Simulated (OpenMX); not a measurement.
Sb:

```
Sb
1.0
     4.50666    0.00000    0.00000
     2.44723    3.78432    0.00000
     2.44723    1.33179    3.54223
Sb
2
Direct
  0.76651 0.76651 0.76651
  0.23349 0.23349 0.23349
```

| Item | Value |
| --- | --- |
| Program | OpenMX 3.8.5 |
| Task | relaxation of cell and atoms |
| Functional | PBE |
| Dispersion | D3(BJ) |
| Potentials or basis | OpenMX 2013 PBE set, Sb7.0-s3p2d1, grid cutoff 500 Ry |
| k mesh | 5 × 5 × 5 |
| Occupations | fermi-dirac, width 0.05 eV |
| Spin | no spin polarisation |

At the start: pressure 3.6 GPa; volume 30.21 Å³/atom.

Question: How do energy, volume and symmetry change on relaxing?

Answer: Over 6 steps the energy falls by 19.4 meV/atom and the volume is 31.99 Å³/atom (+5.9 %); space group R-3m (No. 166, to 0.05 Å).

Step by step:
| step | energy change (eV) | largest force (eV/Å) | pressure (GPa) | volume (Å³) |
| --- | --- | --- | --- | --- |
| 1 | 0.0000 | 0.3433 | 3.65 | 60.41 |
| 2 | -0.0203 | 0.2073 | 2.58 | 61.31 |
| 3 | -0.0380 | 0.0680 | 0.23 | 63.55 |
| 4 | -0.0383 | 0.0598 | 0.09 | 63.72 |
| 5 | -0.0387 | 0.0335 | -0.02 | 63.90 |
| 6 | -0.0389 | 0.0178 | -0.03 | 63.98 |

Final structure:
```xyz
2
Lattice="4.5820 -0.0127 -0.0087 2.4774 3.8538 -0.0084 2.4775 1.3484 3.6107" Properties=species:S:1:pos:R:3 pbc="T T T"
Sb    7.3012    3.9732    2.7513
Sb    2.2357    1.2163    0.8423
```

Caveat: the basis has few d functions beyond the semicore shells, which can make volumes several per cent too large; volumes in these bases differ from converged ones by about 1 %, for some elements by several; the basis of atomic orbitals isn't converged, which shifts pressures, moduli and gaps.
